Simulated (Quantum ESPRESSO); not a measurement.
# Pb: phonon spectrum and thermodynamics under several settings

```xyz
1
Lattice="0.0000 2.4750 2.4750 2.4750 0.0000 2.4750 2.4750 2.4750 0.0000" Properties=species:S:1:pos:R:3 pbc="T T T"
Pb    0.0000    0.0000    0.0000
```

All runs used Quantum ESPRESSO 7.5; k mesh 10 × 10 × 10; relaxed cell; no spin polarisation; cutoff 612 eV; occupations cold, width 0.2 eV; q mesh 2 × 2 × 2.

```csv
level,potentials,volume (Å³/atom),highest frequency (cm⁻¹),zero-point energy (meV/atom),entropy at room temperature (k_B/atom)
LDA,GBRV 1.5 LDA,?,?,?,?
PBE,GBRV 1.5 PBE,31.64,66,7.6,8.01
PBEsol,GBRV 1.5 PBEsol,29.70,76,8.8,7.61
```

Q: What stands in the row left open?

A: Volume 28.76 Å³/atom; highest frequency 79 cm⁻¹; zero-point energy 9.1 meV/atom; entropy at room temperature 7.50 k_B/atom.

For the row left open. Caveat: the q mesh is small, so phonon branches between its points and thermal values are rough.
